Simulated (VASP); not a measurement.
Runs of VASP 6.6.1 on TePb. It takes space group Fm-3m (No. 225, cubic). The conventional cell has a = 6.462 Å, b = 6.462 Å, c = 6.462 Å, α = 90.00°, β = 90.00°, γ = 90.00°. Pb (site symmetry m-3m) is surrounded by 6 Te at 3.23 Å. Around Te (site symmetry m-3m) lie 6 Pb at 3.23 Å. 

| task | level | cell | cutoff (eV) | smearing | pressure (GPa) | relaxed volume (Å³/atom) |
| --- | --- | --- | --- | --- | --- | --- |
| relaxation of cell and atoms | RPBE+D4 | relaxed | 600 | fermi-dirac 0.05 eV | 0.0 | (b) |
| single point | PBE | as given | 520 | gaussian 0.028 eV | 2.1 | - |
| relaxation of cell and atoms | RPBE+D3(BJ) | relaxed | 600 | fermi-dirac 0.05 eV | 0.0 | 26.96 |
| relaxation of cell and atoms | PBEsol+rVV10 | relaxed | 600 | fermi-dirac 0.05 eV | 0.0 | 33.16 |
| relaxation of cell and atoms | RPBE+D3 | relaxed | 600 | fermi-dirac 0.05 eV | 0.0 | 35.94 |
| relaxation of cell and atoms | revPBE+D4 | relaxed | 600 | fermi-dirac 0.05 eV | 0.0 | 33.88 |
| relaxation of cell and atoms | revPBE+D3 | relaxed | 600 | fermi-dirac 0.05 eV | 0.0 | (a) |
| relaxation of cell and atoms | revPBE+D3(BJ) | relaxed | 600 | fermi-dirac 0.05 eV | 0.0 | 33.36 |
| relaxation of cell and atoms | PBEsol+D4 | relaxed | 600 | fermi-dirac 0.05 eV | 0.0 | 32.60 |

Alike in all rows: potentials or basis VASP PAW PBE potentials, release 64 (Pb_d, Te); no spin polarisation; k mesh 7 × 7 × 7.

Problem. Fill in the values left out.

Solution. (a) 34.89; (b) 33.71.

Caveats: the PAW data sets were made with another functional, which shifts forces and pressure a little (some runs); the volume moved by over 15 % at a fixed basis, so the end points are rough (some runs); the volume moved by -20 % from the deposited cell, more than functionals usually miss (some runs).
